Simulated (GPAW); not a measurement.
The system is KF (Carobbiite).

```xyz
2
Lattice="0.0000 2.6719 2.6719 2.6719 0.0000 2.6719 2.6719 2.6719 0.0000" Properties=species:S:1:pos:R:3 pbc="T T T"
K     0.0000    0.0000    0.0000
F     2.6719    2.6719    2.6719
```

* Program: GPAW 26.7.0
* Task: relaxation of cell and atoms
* Functional: RPBE
* Dispersion: D4
* Potentials or basis: PAW data sets generated in the run's folder for this functional
* Cutoff: 800 eV
* Basis: pw
* k mesh: 9 × 9 × 9
* Occupations: fermi-dirac, width 0.05 eV
* Spin: no spin polarisation

At the start: pressure 2.2 GPa; volume 19.07 Å³/atom.

**Question.** How do energy, volume and symmetry change on relaxing?

**Answer.** Over 4 steps the energy falls by 14.7 meV/atom and the volume is 20.40 Å³/atom (+7.0 %); space group Fm-3m (No. 225, to 0.05 Å).

Step by step:
```tsv
step	energy change (eV)	largest force (eV/Å)	pressure (GPa)	volume (Å³)
1	0.0000	0.0000	2.17	38.15
2	-0.0039	0.0000	1.97	38.36
3	-0.0284	0.0000	0.14	40.61
4	-0.0294	0.0000	0.01	40.80
```

Final structure:
```
K F
1.0
    -0.00003    2.73242    2.73242
     2.73242   -0.00003    2.73242
     2.73242    2.73242   -0.00003
K F
1 1
Direct
  0.00000 0.00000 0.00000
  0.50000 0.50000 0.50000
```

Caveat: later steps reuse the first step's grids.
